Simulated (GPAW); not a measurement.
Crystal: GaN.

```
Ga N
1.0
     3.18000    0.00000    0.00000
    -1.59000    2.75396    0.00000
     0.00000    0.00000    5.16600
Ga N
2 2
Direct
  0.66667 0.33333 0.50000
  0.33333 0.66667 0.00000
  0.66667 0.33333 0.87500
  0.33333 0.66667 0.37500
```

```yaml
Program: GPAW 26.7.0
Task: relaxation of cell and atoms
Functional: PBEsol
Potentials_or_basis: PAW data sets generated in the run's folder for this functional
Cutoff: 800 eV
Basis: pw
k_mesh: 7 × 7 × 4
Occupations: fermi-dirac, width 0.05 eV
Spin: no spin polarisation
```

At the start: pressure 9.3 GPa; volume 11.31 Å³/atom.

**Question.** How do energy, volume and symmetry change on relaxing?

**Answer.** Over 6 steps the energy falls by 15.8 meV/atom and the volume is 11.80 Å³/atom (+4.3 %); space group P6_3mc (No. 186, to 0.05 Å).

The path:
| step | energy change (eV) | largest force (eV/Å) | pressure (GPa) | volume (Å³) |
| --- | --- | --- | --- | --- |
| 1 | 0.0000 | 0.1775 | 9.30 | 45.24 |
| 2 | -0.0198 | 0.0843 | 7.61 | 45.56 |
| 3 | -0.0604 | 0.1146 | 1.16 | 46.91 |
| 4 | -0.0624 | 0.0821 | 0.30 | 47.11 |
| 5 | -0.0634 | 0.0246 | -0.09 | 47.20 |
| 6 | -0.0634 | 0.0028 | -0.05 | 47.19 |

Final structure:
```xyz
4
Lattice="3.2238 0.0000 0.0000 -1.6119 2.7919 0.0000 0.0000 0.0000 5.2426" Properties=species:S:1:pos:R:3 pbc="T T T"
Ga    1.6119    0.9306    2.6160
Ga    0.0000    1.8613   -0.0053
N     1.6119    0.9306    4.5926
N     0.0000    1.8613    1.9712
```

Caveat: the data sets keep Ga 3d, Li 1s and Be 1s frozen, and some such compounds lay over 1.5 % in volume off other programs; later steps reuse the first step's grids.
